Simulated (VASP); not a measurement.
# BAs (F-43m) in VASP: phonons with PBE

Aim: the phonons of BAs with PBE.

Everything below comes from runs of VASP 6.6.1. Logs are shortened: lines on timing, memory, paths and dates and some standing lists are left out, and cuts for length are marked.

**1. Starting point**

The structure is cubic, space group F-43m (No. 216). Conventional cell: a = 4.777 Å, b = 4.777 Å, c = 4.777 Å, α = 90.00°, β = 90.00°, γ = 90.00°. B (site symmetry -43m) is surrounded by 4 As at 2.07 Å. As (site symmetry -43m) is surrounded by 4 B at 2.07 Å.

**2. Phonons, PBE**

POSCAR

```
BAs
1.0
    0.0000000000      2.3885000000      2.3885000000
    2.3885000000      0.0000000000      2.3885000000
    2.3885000000      2.3885000000      0.0000000000
B As
1 1
Direct
    0.0000000000      0.0000000000      0.0000000000
    0.2500000000      0.2500000000      0.2500000000
```

INCAR.step1

```
ALGO     = Normal         # electronic algorithm
EDIFF    = 1E-8           # SCF threshold, eV
EDIFFG   = -0.002         # ionic threshold
ENCUT    = 600            # plane-wave cutoff, eV
GGA      = PE             # functional
IBRION   = 2              # ionic algorithm
ISIF     = 3              # what is computed and relaxed
ISMEAR   = 0              # smearing method
LASPH    = T              # aspherical terms in the spheres
LCHARG   = F              # write CHGCAR
LREAL    = F              # projectors in reciprocal space
LWAVE    = F              # write WAVECAR
NELM     = 80             # most SCF steps
NSW      = 40             # ionic steps
PREC     = Accurate       # precision mode
SIGMA    = 0.02           # smearing width, eV
```

INCAR.step2

```
ALGO     = Normal         # electronic algorithm
EDIFF    = 1E-8           # SCF threshold, eV
ENCUT    = 600            # plane-wave cutoff, eV
GGA      = PE             # functional
IBRION   = 8              # ionic algorithm
ISIF     = 2              # what is computed and relaxed
ISMEAR   = 0              # smearing method
LASPH    = T              # aspherical terms in the spheres
LCHARG   = F              # write CHGCAR
LREAL    = F              # projectors in reciprocal space
LWAVE    = F              # write WAVECAR
NELM     = 80             # most SCF steps
NSW      = 1              # ionic steps
PREC     = Accurate       # precision mode
SIGMA    = 0.02           # smearing width, eV
```

KPOINTS

```
k-points
0
Gamma
  10 10 10
```

Potentials or basis: VASP PAW PBE potentials, release 64 (B, As).

On the command line:

```console
> cat potpaw_PBE.64/B/POTCAR potpaw_PBE.64/As/POTCAR > POTCAR
> cp INCAR.step1 INCAR
> mpirun -np 1 vasp_std > vasp.out
> cp CONTCAR POSCAR
> cp INCAR.step2 INCAR
> mpirun -np 1 vasp_std > vasp.out
```

OUTCAR:

```text
EDIFF = 1E-8
   ENCUT = 600
   GGA = PE
   IBRION = 8
   ISIF = 2
   ISMEAR = 0
   LASPH = T
   LREAL = F
   NELM = 80
   NSW = 1
   PREC = Accurate

 ion  position               nearest neighbor table
   1  0.000  0.000  0.000-   2 2.09   2 2.09   2 2.09   2 2.09
   2  0.250  0.250  0.250-   1 2.09   1 2.09   1 2.09   1 2.09

  LATTYP: Found a face centered cubic cell.
 ALAT       =     4.8163192330

  Lattice vectors:

 A1 = (   0.0000000000,   2.4081596165,   2.4081596165)
 A2 = (   2.4081596165,   0.0000000000,   2.4081596165)
 A3 = (   2.4081596165,   2.4081596165,   0.0000000000)

Analysis of symmetry for initial positions (statically):
=====================================================================
 Subroutine PRICEL returns:
 Original cell was already a primitive cell.

 Routine SETGRP: Setting up the symmetry group for a
 face centered cubic supercell.

 Subroutine GETGRP returns: Found 24 space group operations
 (whereof 24 operations were pure point group operations)
 out of a pool of 48 trial point group operations.

The static configuration has the point symmetry T_d .

Analysis of symmetry for dynamics (positions and initial velocities):
=====================================================================
 Subroutine PRICEL returns:
 Original cell was already a primitive cell.

 Routine SETGRP: Setting up the symmetry group for a
 face centered cubic supercell.

 Subroutine GETGRP returns: Found 24 space group operations
 (whereof 24 operations were pure point group operations)
 out of a pool of 48 trial point group operations.

The dynamic configuration has the point symmetry T_d .

 Subroutine INISYM returns: Found 24 space group operations
 (whereof 24 operations are pure point group operations),
 and found     1 'primitive' translations

----------------------------------------------------------------------------------------

                                     Primitive cell

  volume of cell :      27.9310

  direct lattice vectors                    reciprocal lattice vectors
     0.000000000  2.408159617  2.408159617    -0.207627433  0.207627433  0.207627433
     2.408159617  0.000000000  2.408159617     0.207627433 -0.207627433  0.207627433
     2.408159617  2.408159617  0.000000000     0.207627433  0.207627433 -0.207627433

  length of vectors
     3.405651990  3.405651990  3.405651990     0.359621263  0.359621263  0.359621263

  position of ions in fractional coordinates (direct lattice)
     0.000000000  0.000000000  0.000000000
     0.250000000  0.250000000  0.250000000

  ion indices of the primitive-cell ions
   primitive index   ion index
                 1           1
                 2           2

----------------------------------------------------------------------------------------

 KPOINTS: k-points

Automatic generation of k-mesh.
 Grid dimensions read from file:
 generate k-points for:   10   10   10

 Generating k-lattice:

  Cartesian coordinates                     Fractional coordinates (reciprocal lattice)
    -0.020762743  0.020762743  0.020762743     0.100000000  0.000000000  0.000000000
     0.020762743 -0.020762743  0.020762743     0.000000000  0.100000000  0.000000000
     0.020762743  0.020762743 -0.020762743     0.000000000  0.000000000  0.100000000

  Length of vectors
     0.035962126  0.035962126  0.035962126

  Shift w.r.t. Gamma in fractional coordinates (k-lattice)
     0.000000000  0.000000000  0.000000000

 Subroutine IBZKPT returns following result:
[... 79 lines left out ...]
   LRPA    =     F    only Hartree local field effects (RPA)
 non-spin polarized calculation
 Gauss-broadening in eV      SIGMA  =   0.02
  energy-cutoff  :      600.00
  volume of cell :       27.93
 maximum number of plane-waves:       951
   NGX = 13   NGY = 13   NGZ = 13

--------------------------------------- Ionic step        1  -------------------------------------------

 number of electron       8.0000000 magnetization

 Free energy of the ion-electron system (eV)
  ---------------------------------------------------
  ext. energy  EPLUGINS =         0.00000000
  ---------------------------------------------------
  free energy    TOTEN  =       -11.41453099 eV

  energy without entropy =      -11.41453099  energy(sigma->0) =      -11.41453099

 E-fermi :   5.9594     XC(G=0): -10.4780

 val. band max:        5.8571052505   @ k =   0.0000   0.0000   0.0000
 cond. band min:       7.0580457336   @ k =   0.4000   0.4000   0.0000
 fundamental gap:      1.2009404831
 Fermi energy:         5.9594268342

 k-point     1 :       0.0000    0.0000    0.0000
  band No.  band energies     occupation
      1      -9.3216      2.00000
      2       5.8571      2.00000
      3       5.8571      2.00000
      4       5.8571      2.00000
      5       9.1032      0.00000
      6       9.1032      0.00000
      7       9.1032      0.00000
      8      10.2336      0.00000
[... 243 lines left out ...]
 k-point    24 :       0.4000    0.3000    0.0000
  band No.  band energies     occupation
      1      -6.7446      2.00000
      2      -0.5348      2.00000
      3       1.9824      2.00000
      4       2.4596      2.00000
      5       7.5662      0.00000
      6       9.2436      0.00000
      7      14.5190      0.00000
      8      14.7647      0.00000

 [... further k-points ...]

------------------------ aborting loop because EDIFF is reached ----------------------------------------

  FORCE on cell =-STRESS in cart. coord.  units (eV):
  Direction    XX          YY          ZZ          XY          YZ          ZX
  --------------------------------------------------------------------------------------
  -------------------------------------------------------------------------------------
  Total        0.0011287      0.0011287      0.0011287      0.0000000      0.0000000     -0.0000000
  in kB        0.0647463      0.0647463      0.0647463      0.0000000      0.0000000     -0.0000000
  external PRESSURE =       0.0647463 kB  Pullay stress =       0.0000000 kB

 VOLUME and BASIS-vectors are now :
 -----------------------------------------------------------------------------
  energy-cutoff  :      600.00
  volume of cell :       27.93
      direct lattice vectors                 reciprocal lattice vectors
     0.000000000  2.408159617  2.408159617    -0.207627433  0.207627433  0.207627433
     2.408159617  0.000000000  2.408159617     0.207627433 -0.207627433  0.207627433
     2.408159617  2.408159617  0.000000000     0.207627433  0.207627433 -0.207627433

 POSITION                                       TOTAL-FORCE (eV/Angst)
 -----------------------------------------------------------------------------------
      0.00000      0.00000      0.00000        -0.000000     -0.000000     -0.000000
      1.20408      1.20408      1.20408         0.000000      0.000000      0.000000
 -----------------------------------------------------------------------------------
    total drift:                               -0.000000     -0.000000     -0.000000

  FREE ENERGIE OF THE ION-ELECTRON SYSTEM (eV)
  ---------------------------------------------------
  free  energy   TOTEN  =       -11.4145309906 eV

  energy  without entropy=      -11.4145309906  energy(sigma->0) =      -11.41453099

[... ionic steps 2 to 3 ...]

--------------------------------------- Ionic step        4  -------------------------------------------

------------------------ aborting loop because EDIFF is reached ----------------------------------------

[... ionic steps 5 to 6 ...]

--------------------------------------- Ionic step        7  -------------------------------------------

 Free energy of the ion-electron system (eV)
  ---------------------------------------------------
  ---------------------------------------------------
  free energy    TOTEN  =        -0.03677275 eV

  energy without entropy =       -0.03677275

------------------------ aborting loop because EDIFF is reached ----------------------------------------

 INTERNAL STRAIN TENSOR  FOR ION    2  DIRECTION 1   (eV/Angst):
 -----------------------------------------------------------------------------
     0.00546  0.00000  0.00000
     0.00000 -0.00048 -6.20605
     0.00000 -6.20605 -0.00048

 INTERNAL STRAIN TENSOR FOR ION    2 for displacements in x,y,z  (eV/Angst):
          X           Y           Z          XY          YZ          ZX
  --------------------------------------------------------------------------------
  x     0.00000     0.00000     0.00000     0.00000    -6.20605     0.00000
  y     0.00000    -0.00000     0.00000     0.00000     0.00000    -6.20605
  z     0.00000     0.00000     0.00000    -6.20605     0.00000     0.00000

 SECOND DERIVATIVES (NOT SYMMETRIZED)
 ------------------------------------
               1X          1Y          1Z          2X          2Y          2Z
  1X   -16.023908    0.000000    0.000000   16.023908    0.000000    0.000000
  1Y     0.000000  -16.023908    0.000000    0.000000   16.023908    0.000000
  1Z     0.000000    0.000000  -16.023908    0.000000    0.000000   16.023908
  2X    16.027469    0.000000    0.000000  -16.027469    0.000000    0.000000
  2Y     0.000000   16.027469    0.000000    0.000000  -16.027469    0.000000
  2Z     0.000000    0.000000   16.027469    0.000000    0.000000  -16.027469

 Eigenvectors and eigenvalues of the dynamical matrix
 ----------------------------------------------------

   1 f  =   20.359984 THz   127.925550 2PiTHz  679.135954 cm-1    84.202089 meV
             X         Y         Z           dx          dy          dz
      0.000000  0.000000  0.000000     0.000000    0.934813    0.000000
      1.204080  1.204080  1.204080     0.000000   -0.355141    0.000000
[... 21 lines left out ...]
   6 f/i=    0.000751 THz     0.004719 2PiTHz    0.025050 cm-1     0.003106 meV
             X         Y         Z           dx          dy          dz
      0.000000  0.000000  0.000000     0.000000   -0.355141    0.000000
      1.204080  1.204080  1.204080     0.000000   -0.934813    0.000000

--------------------------------------------------------------------------------------------------------

 ELASTIC MODULI CONTR FROM IONIC RELAXATION (kBar)
 Direction    XX          YY          ZZ          XY          YZ          ZX
 --------------------------------------------------------------------------------
 XX          -0.0000      0.0000      0.0000     -0.0000      0.0000      0.0000
 YY           0.0000     -0.0000      0.0000     -0.0000     -0.0000      0.0000
 ZZ           0.0000      0.0000     -0.0000      0.0000     -0.0000      0.0000
 XY          -0.0000     -0.0000      0.0000   -145.3735      0.0000      0.0000
 YZ           0.0000     -0.0000     -0.0000      0.0000   -145.3735      0.0000
 ZX           0.0000      0.0000      0.0000      0.0000      0.0000   -145.3735
 --------------------------------------------------------------------------------
```

Wall time 1.9 min (1 thread of Intel Xeon Platinum 8488C (Sapphire Rapids), shared host); peak memory 0.27 GiB.

Results:

| Item | Value |
| --- | --- |
| Relaxed volume | 13.97 Å³/atom |
| Relaxed cell | a = 3.406 Å, b = 3.406 Å, c = 3.406 Å, α = 60.00°, β = 60.00°, γ = 60.00° |
| Space group after relaxing (to 0.05 Å) | F-43m (No. 216) |
| Highest phonon frequency at Γ, LO-TO splitting left out | 679 cm⁻¹ |

The path:
| step | energy change (eV) | largest force (eV/Å) | pressure (GPa) | volume (Å³) |
| --- | --- | --- | --- | --- |
| 1 | 0.0000 | 0.0000 | 3.42 | 27.25 |
| 2 | -0.0037 | 0.0000 | -2.19 | 28.42 |
| 3 | -0.0071 | 0.0000 | 0.01 | 27.93 |

Final structure:
```xyz
2
Lattice="0.0000 2.4082 2.4082 2.4082 0.0000 2.4082 2.4082 2.4082 0.0000" Properties=species:S:1:pos:R:3 pbc="T T T"
B     0.0000    0.0000    0.0000
As    1.2041    1.2041    1.2041
```

Phonon frequencies in cm⁻¹ (negative: imaginary):
| q point | frequencies |
| --- | --- |
| (0.000, 0.000, 0.000) | 0 0 0 679 679 679 |
